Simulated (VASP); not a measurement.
# F2 in VASP: settings compared

The runs below take F2 through vibrations by finite differences, single point, with PBE+D3(BJ), r2SCAN+rVV10.

Everything below comes from runs of VASP 6.6.1. Logs are shortened: lines on timing, memory, paths and dates and some standing lists are left out, and cuts for length are marked.

### 1 The structure

The cell holds a molecule in a box, 2 atoms: a = 11.851 Å, b = 12.351 Å, c = 12.851 Å, α = 90.00°, β = 90.00°, γ = 90.00°.

### 2 Vibrations by finite differences, PBE+D3(BJ)

The input, INCAR:

```
SYSTEM = F
  PREC = Accurate
  ENCUT = 400
  EDIFF = 1E-7
  ISMEAR = 0
  SIGMA = 0.01
  LREAL = .False.
  LASPH = .True.
  NELM = 100
  ALGO = Fast
  ISIF = 2
  LWAVE = .False.
  LCHARG = .False.
  GGA = PE
  IVDW = 12
  IBRION = 5
  NFREE = 2
  POTIM = 0.015
  NSW = 1
  ISYM = 0
```

The input, KPOINTS:

```
regular mesh
0
Gamma
  1 1 1
  0 0 0
```

The input, POSCAR:

```
F                                       
1.0
   11.8512268750      0.0000000000      0.0000000000
    0.0000000000     12.3512268750      0.0000000000
    0.0000000000      0.0000000000     12.8512268750
  F             
     2
Selective dynamics
Direct
0.5128225170999983  0.5587482883000021  0.4912183261999985  T T T
0.4868077895620131  0.4477978054382863  0.5090279726079222  T T T
```

Potentials or basis: VASP PAW PBE potentials, release 64 (F).

Command:

```bash
$ cat potpaw_PBE.64/F/POTCAR > POTCAR
$ mpirun -np 4 vasp_gam > vasp.out
```

OUTCAR:

```text
SYSTEM = F
   PREC = Accurate
   ENCUT = 400
   EDIFF = 1E-7
   ISMEAR = 0
   LREAL = .False.
   LASPH = .True.
   NELM = 100
   ISIF = 2
   GGA = PE
   IVDW = 12
   IBRION = 5
   NFREE = 2
   POTIM = 0.015
   NSW = 1
   ISYM = 0
 IVDW          = 12

 ion  position               nearest neighbor table
   1  0.513  0.559  0.491-   2 1.42
   2  0.487  0.448  0.509-   1 1.42

IMPORTANT INFORMATION: All symmetrisations will be switched off!
NOSYMM: (Re-)initialisation of all symmetry stuff for point group C_1.

----------------------------------------------------------------------------------------

                                     Primitive cell

  volume of cell :    1881.1265

  direct lattice vectors                    reciprocal lattice vectors
    11.851226875  0.000000000  0.000000000     0.084379450  0.000000000  0.000000000
     0.000000000 12.351226875  0.000000000     0.000000000  0.080963617  0.000000000
     0.000000000  0.000000000 12.851226875     0.000000000  0.000000000  0.077813582

  length of vectors
    11.851226875 12.351226875 12.851226875     0.084379450  0.080963617  0.077813582

  position of ions in fractional coordinates (direct lattice)
     0.512822517  0.558748288  0.491218326
     0.486807790  0.447797805  0.509027973

  ion indices of the primitive-cell ions
   primitive index   ion index
                 1           1
                 2           2

----------------------------------------------------------------------------------------

 KPOINTS: regular mesh

Automatic generation of k-mesh.
 Grid dimensions read from file:
 generate k-points for:    1    1    1

 Generating k-lattice:

  Cartesian coordinates                     Fractional coordinates (reciprocal lattice)
     0.084379450  0.000000000  0.000000000     1.000000000  0.000000000  0.000000000
     0.000000000  0.080963617  0.000000000     0.000000000  1.000000000  0.000000000
     0.000000000  0.000000000  0.077813582     0.000000000  0.000000000  1.000000000

  Length of vectors
     0.084379450  0.080963617  0.077813582

  Shift w.r.t. Gamma in fractional coordinates (k-lattice)
     0.000000000  0.000000000  0.000000000

 Subroutine IBZKPT returns following result:
 ===========================================

 Found      1 irreducible k-points:

 Following reciprocal coordinates:
            Coordinates               Weight
[... 39 lines left out ...]
     AMIX_MAG =   1.60;   BMIX_MAG =  1.00
  volume/ion in A,a.u.               =     940.56      6347.23
  Fermi-wavevector in a.u.,A,eV,Ry     =   0.319628  0.604009  1.389999  0.102162
  Thomas-Fermi vector in A             =   1.205525
   LORBIT       =      0    0 simple, 1 ext, 2 COOP (PROOUT), +10 PAW based schemes
   GGA     = PE    functional components
   LHFCALC =     F    Hartree Fock is set to
   AEXX    =    0.0000 exact exchange contribution
   IVDW    =    12    specifies the selected vdW correction
   LEPSILON=     F    determine dielectric tensor
   LRPA    =     F    only Hartree local field effects (RPA)
 finite differences
 non-spin polarized calculation
 RMM-DIIS sequential band-by-band and
 Gauss-broadening in eV      SIGMA  =   0.01
  energy-cutoff  :      400.00
  volume of cell :     1881.13
 maximum number of plane-waves:     17096
 NGX is ok and might be reduce to    80
   NGX = 39   NGY = 41   NGZ = 41

--------------------------------------- Ionic step        1  -------------------------------------------

 number of electron      13.9999946 magnetization

 Free energy of the ion-electron system (eV)
  ---------------------------------------------------
  ext. energy  EPLUGINS =         0.00000000
  ---------------------------------------------------
  free energy    TOTEN  =        -3.60173366 eV

  energy without entropy =       -3.60173366  energy(sigma->0) =       -3.60173366

------------------------ aborting loop because EDIFF is reached ----------------------------------------

 Edisp (eV)   -0.00458

 E8    (eV) :    -0.0012
[... 105 lines left out ...]
  FREE ENERGIE OF THE ION-ELECTRON SYSTEM (eV)
  ---------------------------------------------------
  free  energy   TOTEN  =        -3.6061119163 eV

  energy  without entropy=       -3.6061119163  energy(sigma->0) =       -3.60611192

[... ionic steps 4 to 10 ...]

--------------------------------------- Ionic step       11  -------------------------------------------

 number of electron      13.9999944 magnetization

------------------------ aborting loop because EDIFF is reached ----------------------------------------
[... 75 lines left out ...]
--------------------------------------- Ionic step       13  -------------------------------------------

 number of electron      13.9999955 magnetization

 Free energy of the ion-electron system (eV)
  ---------------------------------------------------
  ext. energy  EPLUGINS =         0.00000000
  ---------------------------------------------------
  free energy    TOTEN  =        -3.60166218 eV

  energy without entropy =       -3.60166218  energy(sigma->0) =       -3.60166218

 E-fermi :  -9.3821     XC(G=0):  -0.3413

 val. band max:       -9.4539895998   @ k =   0.0000   0.0000   0.0000
 cond. band min:      -5.9897781413   @ k =   0.0000   0.0000   0.0000
 fundamental gap:      3.4642114586
 Fermi energy:        -9.3821473053

 k-point     1 :       0.0000    0.0000    0.0000
  band No.  band energies     occupation
      1     -33.9136      2.00000
      2     -27.7338      2.00000
      3     -15.3659      2.00000
      4     -12.7646      2.00000
      5     -12.7643      2.00000
      6      -9.4554      2.00000
      7      -9.4540      2.00000
      8      -5.9898      0.00000
      9      -0.2666      0.00000
     10       0.5607      0.00000
     11       0.7333      0.00000
     12       0.7762      0.00000
[... 31 lines left out ...]
  FREE ENERGIE OF THE ION-ELECTRON SYSTEM (eV)
  ---------------------------------------------------
  free  energy   TOTEN  =        -3.6062401108 eV

  energy  without entropy=       -3.6062401108  energy(sigma->0) =       -3.60624011

 SECOND DERIVATIVES (NOT SYMMETRIZED)
 ------------------------------------
               1X          1Y          1Z          2X          2Y          2Z
  1X    -1.634959   -7.538497    1.266124    1.634959    7.538497   -1.266124
  1Y    -7.552846  -33.501622    5.600473    7.552846   33.501622   -5.600473
  1Z     1.266464    5.591073   -0.882600   -1.266464   -5.591073    0.882600
  2X     1.654506    7.536543   -1.265574   -1.654506   -7.536543    1.265574
  2Y     7.547325   33.521661   -5.608451   -7.547325  -33.521661    5.608451
  2Z    -1.265493   -5.595833    0.871532    1.265493    5.595833   -0.871532

 Eigenvectors and eigenvalues of the dynamical matrix
 ----------------------------------------------------

   1 f  =   30.494093 THz   191.600035 2PiTHz 1017.173444 cm-1   126.113377 meV
             X         Y         Z           dx          dy          dz
      6.077576  6.901227  6.312758    -0.153063   -0.680832    0.113593
      5.769270  5.530852  6.541634     0.153086    0.681022   -0.113619
[... 21 lines left out ...]
   6 f/i=    1.265620 THz     7.952122 2PiTHz   42.216524 cm-1     5.234180 meV
             X         Y         Z           dx          dy          dz
      6.077576  6.901227  6.312758    -0.433225    0.020109   -0.556246
      5.769270  5.530852  6.541634     0.367884    0.033754    0.605000
```

It took 2.1 min on 4 MPI ranks of Intel Xeon 6975P-C (Granite Rapids), shared host; peak memory 0.4 GiB.

Results:

```yaml
Highest_phonon_frequency_at_Γ: 1017 cm⁻¹
Most_unstable_mode: 42i cm⁻¹
Dispersion_energy_per_atom: -0.002 eV
```

Phonon frequencies in cm⁻¹ (negative: imaginary):
```
              q point         frequencies
(0.000, 0.000, 0.000)  -42 -37 0 2 4 1017
```

Caveat: the cutoff is under 1.25 times the usual one of these potentials, so pressure, stress and relaxed cells hold a basis-set (Pulay) error; some modes are imaginary.

### 3 Single point, r2SCAN+rVV10

The input, INCAR:

```
SYSTEM = F
  PREC = Accurate
  ENCUT = 400
  EDIFF = 1E-6
  ISMEAR = 0
  SIGMA = 0.01
  LREAL = .False.
  LASPH = .True.
  NELM = 100
  ALGO = Normal
  ISIF = 2
  LWAVE = .False.
  LCHARG = .False.
  METAGGA = R2SCAN
  LMIXTAU = .True.
  LUSE_VDW = .True.
  IVDW_NL = 2
  BPARAM = 11.95
  CPARAM = 0.0093
  ISYM = 0
```

KPOINTS is that of step 2.

Edit POSCAR of step 2 so:

```diff
@@ -9,3 +9,3 @@
 Direct
-0.5128225170999983  0.5587482883000021  0.4912183261999985  T T T
-0.4868077895620131  0.4477978054382863  0.5090279726079222  T T T
+     0.5128225170999983    0.5587482883000021    0.4912183261999985   F   F   F
+     0.4868077895620131    0.4477978054382863    0.5090279726079222   T   T   T
```

Potentials or basis: VASP PAW PBE potentials, release 64 (F).

Command:

```bash
$ cat potpaw_PBE.64/F/POTCAR > POTCAR
$ mpirun -np 4 vasp_gam > vasp.out
```

OUTCAR:

```text
SYSTEM = F
   PREC = Accurate
   ENCUT = 400
   EDIFF = 1E-6
   ISMEAR = 0
   LREAL = .False.
   LASPH = .True.
   NELM = 100
   ISIF = 2
   METAGGA = R2SCAN
   IVDW_NL = 2
   BPARAM = 11.95
   ISYM = 0

 ion  position               nearest neighbor table
   1  0.513  0.559  0.491-   2 1.42
   2  0.487  0.448  0.509-   1 1.42

IMPORTANT INFORMATION: All symmetrisations will be switched off!
NOSYMM: (Re-)initialisation of all symmetry stuff for point group C_1.

----------------------------------------------------------------------------------------

                                     Primitive cell

  volume of cell :    1881.1265

  direct lattice vectors                    reciprocal lattice vectors
    11.851226875  0.000000000  0.000000000     0.084379450  0.000000000  0.000000000
     0.000000000 12.351226875  0.000000000     0.000000000  0.080963617  0.000000000
     0.000000000  0.000000000 12.851226875     0.000000000  0.000000000  0.077813582

  length of vectors
    11.851226875 12.351226875 12.851226875     0.084379450  0.080963617  0.077813582

  position of ions in fractional coordinates (direct lattice)
     0.512822517  0.558748288  0.491218326
     0.486807790  0.447797805  0.509027973

  ion indices of the primitive-cell ions
   primitive index   ion index
                 1           1
                 2           2

----------------------------------------------------------------------------------------

 KPOINTS: regular mesh

Automatic generation of k-mesh.
 Grid dimensions read from file:
 generate k-points for:    1    1    1

 Generating k-lattice:

  Cartesian coordinates                     Fractional coordinates (reciprocal lattice)
     0.084379450  0.000000000  0.000000000     1.000000000  0.000000000  0.000000000
     0.000000000  0.080963617  0.000000000     0.000000000  1.000000000  0.000000000
     0.000000000  0.000000000  0.077813582     0.000000000  0.000000000  1.000000000

  Length of vectors
     0.084379450  0.080963617  0.077813582

  Shift w.r.t. Gamma in fractional coordinates (k-lattice)
     0.000000000  0.000000000  0.000000000

 Subroutine IBZKPT returns following result:
 ===========================================

 Found      1 irreducible k-points:

 Following reciprocal coordinates:
            Coordinates               Weight
  0.000000  0.000000  0.000000      1.000000
   k-points           NKPTS =      1   k-points in BZ     NKDIM =      1   number of bands    NBANDS=     12
   number of dos      NEDOS =    301   number of ions     NIONS =      2
   total plane-waves  NPLWV = 564480
   dimension x,y,z NGX =    80 NGY =   84 NGZ =   84
   dimension x,y,z NGXF=   160 NGYF=  168 NGZF=  168
   ions per type =               2
   NGX,Y,Z   is equivalent  to a cutoff of  11.22, 11.31, 10.87 a.u.
   NGXF,Y,Z  is equivalent  to a cutoff of  22.44, 22.61, 21.73 a.u.
 SYSTEM =  F
   PREC   = accura    normal or accurate (medium, high low for compatibility)
   ISTART =      0    job   : 0-new  1-cont  2-samecut
   ICHARG =      2    charge: 1-file 2-atom 10-const
   ISPIN  =      1    spin polarized calculation?
   LNONCOLLINEAR =      F non collinear calculations
   LSORBIT =      F    spin-orbit coupling
   LASPH  =      T    aspherical Exc in radial PAW
   ENCUT  =  400.0 eV  29.40 Ry    5.42 a.u.  19.33 20.14 20.96*2*pi/ulx,y,z
   NELM   =    100;   NELMIN=  2; NELMDL= -5     # of ELM steps
   EDIFF  = 0.1E-05   stopping-criterion for ELM
   LREAL  =      F    real-space projection
   EDIFFG = 0.1E-04   stopping-criterion for IOM
   NSW    =      0    number of steps for IOM
   IBRION =     -1    ionic relax: 0-MD 1-quasi-New 2-CG
   NFREE  =      0    steps in history (QN), initial steepest desc. (CG)
   ISIF   =      2    stress and relaxation
   ISYM   =      0    0-nonsym 1-usesym 2-fastsym
   POTIM  = 0.5000    time-step for ionic-motion
   TEBEG  =    0.0;   TEEND  =   0.0 temperature during run
   PSTRESS=    0.0 pullay stress
   NELECT =      14.0000    total number of electrons
   NUPDOWN=      -1.0000    fix difference up-down
   EMIN   =  10.00;   EMAX   =-10.00  energy-range for DOS
   EFERMI =   0.00;   METHOD = LEGACY
   ISMEAR =     0;   SIGMA  =   0.01  broadening in eV -4-tet -1-fermi 0-gaus
   EFERMI_NEDOS =   21; number of points for ismear=-14 and -15
   IALGO  =     38    algorithm
   IMIX   =      4    mixing-type and parameters
     AMIX     =   0.40;   BMIX     =  1.00
     AMIX_MAG =   1.60;   BMIX_MAG =  1.00
  volume/ion in A,a.u.               =     940.56      6347.23
  Fermi-wavevector in a.u.,A,eV,Ry     =   0.319628  0.604009  1.389999  0.102162
  Thomas-Fermi vector in A             =   1.205525
   LORBIT       =      0    0 simple, 1 ext, 2 COOP (PROOUT), +10 PAW based schemes
   METAGGA = R2SCAN    functional components
   LHFCALC =     F    Hartree Fock is set to
   AEXX    =    0.0000 exact exchange contribution
   IVDW_NL    =     2    kernel type
   BPARAM     =11.9500
   IVDW    =     0    specifies the selected vdW correction
   LEPSILON=     F    determine dielectric tensor
   LRPA    =     F    only Hartree local field effects (RPA)
 non-spin polarized calculation
 Gauss-broadening in eV      SIGMA  =   0.01
  energy-cutoff  :      400.00
  volume of cell :     1881.13
 maximum number of plane-waves:     17096
 NGX is ok and might be reduce to    80
   NGX = 39   NGY = 41   NGZ = 41

 number of electron      13.9999946 magnetization

 Free energy of the ion-electron system (eV)
  ---------------------------------------------------
  ext. energy  EPLUGINS =         0.00000000
  ---------------------------------------------------
  free energy    TOTEN  =        -5.51970282 eV

  energy without entropy =       -5.51970282  energy(sigma->0) =       -5.51970282

 E-fermi :  -9.8347     XC(G=0):  -0.1705

 val. band max:       -9.9749103581   @ k =   0.0000   0.0000   0.0000
 cond. band min:      -5.6520775799   @ k =   0.0000   0.0000   0.0000
 fundamental gap:      4.3228327781
 Fermi energy:        -9.8347376636

 k-point     1 :       0.0000    0.0000    0.0000
  band No.  band energies     occupation
      1     -35.4677      2.00000
      2     -29.2244      2.00000
      3     -15.6263      2.00000
      4     -13.3309      2.00000
      5     -13.3304      2.00000
      6      -9.9765      2.00000
      7      -9.9749      2.00000
      8      -5.6521      0.00000
      9       0.0249      0.00000
     10       0.9196      0.00000
     11       0.9428      0.00000
     12       1.0162      0.00000

------------------------ aborting loop because EDIFF is reached ----------------------------------------

  FORCE on cell =-STRESS in cart. coord.  units (eV):
  Direction    XX          YY          ZZ          XY          YZ          ZX
  --------------------------------------------------------------------------------------
  -------------------------------------------------------------------------------------
  Total       -2.8120245     -2.5731411     -2.8835384      0.0673795     -0.0519862     -0.0128325
  in kB       -2.3950340     -2.1915742     -2.4559432      0.0573879     -0.0442772     -0.0109296
  external PRESSURE =      -2.3475171 kB  Pullay stress =       0.0000000 kB

 VOLUME and BASIS-vectors are now :
 -----------------------------------------------------------------------------
  energy-cutoff  :      400.00
  volume of cell :     1881.13
      direct lattice vectors                 reciprocal lattice vectors
    11.851226875  0.000000000  0.000000000     0.084379450  0.000000000  0.000000000
     0.000000000 12.351226875  0.000000000     0.000000000  0.080963617  0.000000000
     0.000000000  0.000000000 12.851226875     0.000000000  0.000000000  0.077813582

 POSITION                                       TOTAL-FORCE (eV/Angst)
 -----------------------------------------------------------------------------------
      6.07758      6.90123      6.31276        -0.112414     -0.490237      0.081408
      5.76927      5.53085      6.54163         0.112414      0.490237     -0.081408
 -----------------------------------------------------------------------------------
    total drift:                                0.002590      0.000183      0.008849

  FREE ENERGIE OF THE ION-ELECTRON SYSTEM (eV)
  ---------------------------------------------------
  free  energy   TOTEN  =        -5.5197028233 eV

  energy  without entropy=       -5.5197028233  energy(sigma->0) =       -5.51970282
```

It took 7.9 min on 4 MPI ranks of Intel Xeon 6975P-C (Granite Rapids), shared host; peak memory 0.9 GiB.

Results:

* Free energy: -5.5197 eV
* Largest force: 0.510 eV/Å
* Gap between the frontier levels: 4.32 eV

Forces on the atoms (eV/Å):
```
F   -0.112 -0.490  0.081
F    0.112  0.490 -0.081
```

Levels at points of the mesh, in eV from the valence-band top:
```tsv
k point	band 5	band 6	band 7	band 8	band 9	band 10
(0.00, 0.00, 0.00)	-3.36	0.00	0.00	4.32	10.00	10.89
```

Caveat: the cutoff is under 1.25 times the usual one of these potentials, so pressure, stress and relaxed cells hold a basis-set (Pulay) error; the PAW data sets were made with another functional, which shifts forces and pressure a little. r2SCAN opens gaps a little over a GGA but as a rule still falls short of measured ones.
